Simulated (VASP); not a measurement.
# GaP (F-43m) in VASP: notebook, part 2 of 2

VASP 6.6.1. Earlier steps stand in the parts before.

## (5) Single point, HSE06

POSCAR

```
GaP
1.0
    0.0000000000      2.7252500000      2.7252500000
    2.7252500000      0.0000000000      2.7252500000
    2.7252500000      2.7252500000      0.0000000000
Ga P
1 1
Direct
    0.0000000000      0.0000000000      0.0000000000
    0.7500000000      0.7500000000      0.7500000000
```

INCAR.step1

```
PREC     = Accurate       # precision mode
ENCUT    = 350            # plane-wave cutoff, eV
EDIFF    = 1E-5           # SCF threshold, eV
ISMEAR   = 0              # smearing method
SIGMA    = 0.01           # smearing width, eV
LREAL    = False          # projectors in reciprocal space
LASPH    = True           # aspherical terms in the spheres
NELM     = 100            # most SCF steps
ALGO     = Normal         # electronic algorithm
ISIF     = 2              # what is computed and relaxed
LWAVE    = True           # write WAVECAR
LCHARG   = False          # write CHGCAR
NKRED    = 2            
NBANDS   = 17             # bands
GGA      = PE             # functional
```

INCAR.step2

```
PREC     = Accurate       # precision mode
ENCUT    = 350            # plane-wave cutoff, eV
EDIFF    = 1E-6           # SCF threshold, eV
ISMEAR   = 0              # smearing method
SIGMA    = 0.01           # smearing width, eV
LREAL    = False          # projectors in reciprocal space
LASPH    = True           # aspherical terms in the spheres
NELM     = 100            # most SCF steps
ALGO     = Normal         # electronic algorithm
ISIF     = 2              # what is computed and relaxed
LWAVE    = False          # write WAVECAR
LCHARG   = False          # write CHGCAR
GGA      = PE             # functional
LHFCALC  = True           # exact exchange
HFSCREEN = 0.2            # screening, 1/A
PRECFOCK = Fast         
NKRED    = 2            
NBANDS   = 17             # bands
ISTART   = 1
```

KPOINTS

```
regular mesh
0
Gamma
  6 6 6
```

Potentials or basis: VASP PAW PBE potentials, release 64 (Ga_d, P).

Run with:

```console
$ cat potpaw_PBE.64/Ga_d/POTCAR potpaw_PBE.64/P/POTCAR > POTCAR
$ cp INCAR.step1 INCAR
$ mpirun -np 1 vasp_std > vasp.out
$ cp INCAR.step2 INCAR
$ mpirun -np 1 vasp_std > vasp.out
```

OUTCAR:

```text
PREC = Accurate
   ENCUT = 350
   EDIFF = 1E-6
   ISMEAR = 0
   LREAL = False
   LASPH = True
   NELM = 100
   ISIF = 2
   GGA = PE
   LHFCALC = True
   HFSCREEN = 0.2
   PRECFOCK = Fast
   NKRED = 2
   ISTART = 1

 Found     16 irreducible k-points:

 Following reciprocal coordinates:
            Coordinates               Weight
  0.000000  0.000000  0.000000      1.000000
  0.166667  0.000000  0.000000      8.000000
  0.333333  0.000000  0.000000      8.000000
  0.500000  0.000000  0.000000      4.000000
  0.166667  0.166667  0.000000      6.000000
  0.333333  0.166667  0.000000     24.000000
   k-points           NKPTS =     16   k-points in BZ     NKDIM =    216   number of bands    NBANDS=     17
   number of dos      NEDOS =    301   number of ions     NIONS =      2
   total plane-waves  NPLWV =  13824
   dimension x,y,z NGX =    24 NGY =   24 NGZ =   24
   dimension x,y,z NGXF=    48 NGYF=   48 NGZF=   48
   ions per type =               1   1
   NGX,Y,Z   is equivalent  to a cutoff of  10.35, 10.35, 10.35 a.u.
   NGXF,Y,Z  is equivalent  to a cutoff of  20.70, 20.70, 20.70 a.u.
 SYSTEM =  unknown system
   PREC   = accura    normal or accurate (medium, high low for compatibility)
   ISTART =      1    job   : 0-new  1-cont  2-samecut
   ICHARG =      0    charge: 1-file 2-atom 10-const
   ISPIN  =      1    spin polarized calculation?
   LNONCOLLINEAR =      F non collinear calculations
   LSORBIT =      F    spin-orbit coupling
   LASPH  =      T    aspherical Exc in radial PAW
   ENCUT  =  350.0 eV  25.72 Ry    5.07 a.u.   5.88  5.88  5.88*2*pi/ulx,y,z
   NELM   =    100;   NELMIN=  2; NELMDL=  0     # of ELM steps
   EDIFF  = 0.1E-05   stopping-criterion for ELM
   LREAL  =      F    real-space projection
   EDIFFG = 0.1E-04   stopping-criterion for IOM
   NSW    =      0    number of steps for IOM
   IBRION =     -1    ionic relax: 0-MD 1-quasi-New 2-CG
   NFREE  =      0    steps in history (QN), initial steepest desc. (CG)
   ISIF   =      2    stress and relaxation
   ISYM   =      3    0-nonsym 1-usesym 2-fastsym
   POTIM  = 0.5000    time-step for ionic-motion
   TEBEG  =    0.0;   TEEND  =   0.0 temperature during run
   PSTRESS=    0.0 pullay stress
   NELECT =      18.0000    total number of electrons
   NUPDOWN=      -1.0000    fix difference up-down
   EMIN   =  10.00;   EMAX   =-10.00  energy-range for DOS
   EFERMI =   0.00;   METHOD = LEGACY
   ISMEAR =     0;   SIGMA  =   0.01  broadening in eV -4-tet -1-fermi 0-gaus
   EFERMI_NEDOS =   21; number of points for ismear=-14 and -15
   IALGO  =     38    algorithm
   IMIX   =      1    mixing-type and parameters
     AMIX     =   0.40;   BMIX     =  1.00
     AMIX_MAG =   1.60;   BMIX_MAG =  1.00
  volume/ion in A,a.u.               =      20.24       136.59
  Fermi-wavevector in a.u.,A,eV,Ry     =   1.249538  2.361284 21.243377  1.561344
  Thomas-Fermi vector in A             =   2.383574
   LORBIT       =      0    0 simple, 1 ext, 2 COOP (PROOUT), +10 PAW based schemes
   GGA     = PE    functional components
   LHFCALC =     T    Hartree Fock is set to
   PRECFOCK=fast      Normal, Fast or Accurate (Low or Medium for compatibility)
   ENCUT4O =  -1.0   cutoff for four orbital integrals eV
   NKREDX  =     2    reduce k-point grid by
   NKREDY  =     2    reduce k-point grid by
   NKREDZ  =     2    reduce k-point grid by
   AEXX    =    0.2500 exact exchange contribution
   HFSCREEN=    0.2000 screening length (either q_TF or 0.3 A-1)
   HFSCREENC=   0.2000 screening length for correlation (either q_TF or 0.3 A-1)
   ENCUTFOCK=  -1.0 apply spherical cutoff to Coloumb kernel
   IVDW    =     0    specifies the selected vdW correction
   LEPSILON=     F    determine dielectric tensor
   LRPA    =     F    only Hartree local field effects (RPA)
 non-spin polarized calculation
 Gauss-broadening in eV      SIGMA  =   0.01
  energy-cutoff  :      350.00
  volume of cell :       40.48
 maximum number of plane-waves:       620
  NGX = 14; NGY = 14; NGZ = 14

 number of electron      17.9999982 magnetization

 Free energy of the ion-electron system (eV)
  ---------------------------------------------------
  ext. energy  EPLUGINS =         0.00000000
  ---------------------------------------------------
  free energy    TOTEN  =       -10.83376653 eV

  energy without entropy =      -10.83376653  energy(sigma->0) =      -10.83376653

 E-fermi :   4.1612     XC(G=0):  -8.1460

 val. band max:        4.1008273138   @ k =   0.0000   0.0000   0.0000
 cond. band min:       6.5491776123   @ k =   0.5000   0.5000   0.0000
 fundamental gap:      2.4483502984
 Fermi energy:         4.1612019416

 k-point     1 :       0.0000    0.0000    0.0000
  band No.  band energies     occupation
      1     -12.8442      2.00000
      2     -12.8442      2.00000
      3     -12.8442      2.00000
      4     -12.7402      2.00000
      5     -12.7402      2.00000
      6      -9.5857      2.00000
[... 9 lines left out ...]
     16      15.1285      0.00000
     17      17.7942      0.00000
[... 83 lines left out ...]
      1     -12.8936      2.00000
      2     -12.8172      2.00000
      3     -12.8165      2.00000
      4     -12.7521      2.00000
      5     -12.7341      2.00000
      6      -8.2548      2.00000
[... 9 lines left out ...]
     16      17.0102      0.00000
     17      19.6650      0.00000

 [... further k-points ...]
[... 5 lines left out ...]
  --------------------------------------------------------------------------------------
  -------------------------------------------------------------------------------------
  Total        0.0536195      0.0536195      0.0536195     -0.0000000      0.0000000      0.0000000
  in kB        2.1221921      2.1221921      2.1221921     -0.0000000      0.0000000      0.0000000
  external PRESSURE =       2.1221921 kB  Pullay stress =       0.0000000 kB

 VOLUME and BASIS-vectors are now :
 -----------------------------------------------------------------------------
  energy-cutoff  :      350.00
  volume of cell :       40.48
      direct lattice vectors                 reciprocal lattice vectors
     0.000000000  2.725250000  2.725250000    -0.183469406  0.183469406  0.183469406
     2.725250000  0.000000000  2.725250000     0.183469406 -0.183469406  0.183469406
     2.725250000  2.725250000  0.000000000     0.183469406  0.183469406 -0.183469406

 POSITION                                       TOTAL-FORCE (eV/Angst)
 -----------------------------------------------------------------------------------
      0.00000      0.00000      0.00000        -0.000000     -0.000000     -0.000000
      4.08788      4.08788      4.08788         0.000000      0.000000      0.000000
 -----------------------------------------------------------------------------------
    total drift:                               -0.000045     -0.000030     -0.000020

  FREE ENERGIE OF THE ION-ELECTRON SYSTEM (eV)
  ---------------------------------------------------
  free  energy   TOTEN  =       -10.8337665313 eV

  energy  without entropy=      -10.8337665313  energy(sigma->0) =      -10.83376653
```

OSZICAR.step1:

```text
N       E                     dE             d eps       ncg     rms          rms(c)
DAV:   1     0.701536945773E+02    0.70154E+02   -0.72766E+03   569   0.125E+03
DAV:   2    -0.395419597314E+01   -0.74108E+02   -0.70490E+02   624   0.241E+02
DAV:   3    -0.928941497782E+01   -0.53352E+01   -0.53102E+01   694   0.569E+01
DAV:   4    -0.937250978910E+01   -0.83095E-01   -0.83052E-01   653   0.739E+00
DAV:   5    -0.937407979148E+01   -0.15700E-02   -0.15696E-02   740   0.921E-01    0.425E+00
DAV:   6    -0.912820366938E+01    0.24588E+00   -0.35190E-01   809   0.975E+00    0.283E+00
DAV:   7    -0.910083719309E+01    0.27366E-01   -0.90128E-02   696   0.189E+00    0.112E+00
DAV:   8    -0.910127337480E+01   -0.43618E-03   -0.13194E-02   619   0.129E+00    0.201E-01
DAV:   9    -0.910168824075E+01   -0.41487E-03   -0.12729E-03   606   0.466E-01    0.807E-02
DAV:  10    -0.910176339877E+01   -0.75158E-04   -0.10699E-04   806   0.108E-01    0.404E-02
DAV:  11    -0.910183517526E+01   -0.71776E-04   -0.92001E-05   576   0.748E-02    0.476E-03
DAV:  12    -0.910183492815E+01    0.24711E-06   -0.21686E-06   475   0.184E-02
   1 F= -.91018349E+01 E0= -.91018349E+01  d E =-.540132E-12
```

Wall time 82 s (1 thread of Intel Xeon Platinum 8259CL at 2.50GHz (Skylake/Cascade Lake), shared host); peak memory 0.25 GiB.

These settings aren't checked as converged: the numbers below hold their error.

What came out:

| Property | Result |
| --- | --- |
| Free energy | -10.8338 eV |
| Pressure | 0.2 GPa |
| Band gap on the k mesh | 2.45 eV, indirect (least direct gap 2.99 eV) |

Caveat: the cutoff is under 1.25 times the usual one of these potentials, so pressure, stress and relaxed cells hold a basis-set (Pulay) error; the PAW data sets were made with another functional, which shifts forces and pressure a little.

## (6) Single point, HSE06

POSCAR is that of step 5.

INCAR.step1: that of step 5 with these lines changed.

```diff
@@ -1,3 +1,3 @@
 PREC     = Accurate       # precision mode
-ENCUT    = 350            # plane-wave cutoff, eV
+ENCUT    = 400            # plane-wave cutoff, eV
 EDIFF    = 1E-5           # SCF threshold, eV
@@ -12,3 +12,3 @@
 LCHARG   = False          # write CHGCAR
-NKRED    = 2            
+NKRED    = 1            
 NBANDS   = 17             # bands
```

INCAR.step2: that of step 5 with these lines changed.

```diff
@@ -1,3 +1,3 @@
 PREC     = Accurate       # precision mode
-ENCUT    = 350            # plane-wave cutoff, eV
+ENCUT    = 400            # plane-wave cutoff, eV
 EDIFF    = 1E-6           # SCF threshold, eV
@@ -16,3 +16,3 @@
 PRECFOCK = Fast         
-NKRED    = 2            
+NKRED    = 1            
 NBANDS   = 17             # bands
```

KPOINTS is that of step 5.

Potentials or basis: VASP PAW PBE potentials, release 64 (Ga_d, P).

Run with:

```console
$ cat potpaw_PBE.64/Ga_d/POTCAR potpaw_PBE.64/P/POTCAR > POTCAR
$ cp INCAR.step1 INCAR
$ mpirun -np 1 vasp_std > vasp.out
$ cp INCAR.step2 INCAR
$ mpirun -np 1 vasp_std > vasp.out
```

OUTCAR:

```text
PREC = Accurate
   ENCUT = 400
   EDIFF = 1E-6
   ISMEAR = 0
   LREAL = False
   LASPH = True
   NELM = 100
   ISIF = 2
   GGA = PE
   LHFCALC = True
   HFSCREEN = 0.2
   PRECFOCK = Fast
   NKRED = 1
   ISTART = 1

 Found     16 irreducible k-points:

 Following reciprocal coordinates:
            Coordinates               Weight
  0.000000  0.000000  0.000000      1.000000
  0.166667  0.000000  0.000000      8.000000
  0.333333  0.000000  0.000000      8.000000
  0.500000  0.000000  0.000000      4.000000
[... 92 lines left out ...]
      6      -9.5824      2.00000
[... 97 lines left out ...]
      4     -12.7627      2.00000
      5     -12.7445      2.00000
      6      -8.2476      2.00000
[... 9 lines left out ...]
     16      17.0093      0.00000
     17      19.6744      0.00000

 [... further k-points ...]
[... 5 lines left out ...]
  --------------------------------------------------------------------------------------
  -------------------------------------------------------------------------------------
  Total        0.0784553      0.0784553      0.0784553      0.0000000      0.0000000      0.0000000
  in kB        3.1051602      3.1051602      3.1051602      0.0000000      0.0000000      0.0000000
  external PRESSURE =       3.1051602 kB  Pullay stress =       0.0000000 kB

 VOLUME and BASIS-vectors are now :
 -----------------------------------------------------------------------------
  energy-cutoff  :      400.00
  volume of cell :       40.48
      direct lattice vectors                 reciprocal lattice vectors
     0.000000000  2.725250000  2.725250000    -0.183469406  0.183469406  0.183469406
     2.725250000  0.000000000  2.725250000     0.183469406 -0.183469406  0.183469406
     2.725250000  2.725250000  0.000000000     0.183469406  0.183469406 -0.183469406

 POSITION                                       TOTAL-FORCE (eV/Angst)
 -----------------------------------------------------------------------------------
      0.00000      0.00000      0.00000         0.000000      0.000000      0.000000
      4.08788      4.08788      4.08788        -0.000000     -0.000000     -0.000000
 -----------------------------------------------------------------------------------
    total drift:                                0.000038      0.000038      0.000028

  FREE ENERGIE OF THE ION-ELECTRON SYSTEM (eV)
  ---------------------------------------------------
  free  energy   TOTEN  =       -10.8069483981 eV

  energy  without entropy=      -10.8069483981  energy(sigma->0) =      -10.80694840
```

OSZICAR.step1:

```text
N       E                     dE             d eps       ncg     rms          rms(c)
DAV:   1     0.756739076723E+02    0.75674E+02   -0.78667E+03   545   0.130E+03
DAV:   2    -0.345887253710E+01   -0.79133E+02   -0.75023E+02   624   0.259E+02
DAV:   3    -0.928014250473E+01   -0.58213E+01   -0.57920E+01   684   0.604E+01
DAV:   4    -0.937273432259E+01   -0.92592E-01   -0.92548E-01   662   0.811E+00
DAV:   5    -0.937432917940E+01   -0.15949E-02   -0.15947E-02   698   0.988E-01    0.425E+00
DAV:   6    -0.912793784854E+01    0.24639E+00   -0.35381E-01   819   0.983E+00    0.283E+00
DAV:   7    -0.910035314629E+01    0.27585E-01   -0.90826E-02   687   0.193E+00    0.112E+00
DAV:   8    -0.910074013575E+01   -0.38699E-03   -0.13232E-02   636   0.130E+00    0.206E-01
DAV:   9    -0.910116280797E+01   -0.42267E-03   -0.12646E-03   605   0.461E-01    0.792E-02
DAV:  10    -0.910123831402E+01   -0.75506E-04   -0.11029E-04   810   0.112E-01    0.396E-02
DAV:  11    -0.910130959140E+01   -0.71277E-04   -0.92606E-05   577   0.758E-02    0.499E-03
DAV:  12    -0.910130931739E+01    0.27401E-06   -0.22222E-06   471   0.187E-02
   1 F= -.91013093E+01 E0= -.91013093E+01  d E =-.326210E-81
```

It took 12 min on 1 thread of Intel Xeon Platinum 8259CL at 2.50GHz (Skylake/Cascade Lake), shared host; peak memory 0.26 GiB.

The run converged, but some of its settings lie outside the range that counts as converged, so its numbers aren't taken as properties of the crystal.

Results:

```
Free energy            : -10.8069 eV
Pressure               : 0.3 GPa
Band gap on the k mesh : 2.31 eV, indirect (least direct gap 2.81 eV)
```

Caveat: the PAW data sets were made with another functional, which shifts forces and pressure a little.

## (7) The reference run

An earlier run on the cell as given: functional PBE; potentials or basis VASP PAW PBE potentials, release 64 (Ga_d, P); cutoff 520 eV; k mesh 8 × 8 × 8; occupations fermi-dirac, width 0.05 eV; no spin polarisation.

* Pressure: 2.5 GPa
* Band gap on the k mesh: 1.64 eV, indirect (least direct gap 1.83 eV)
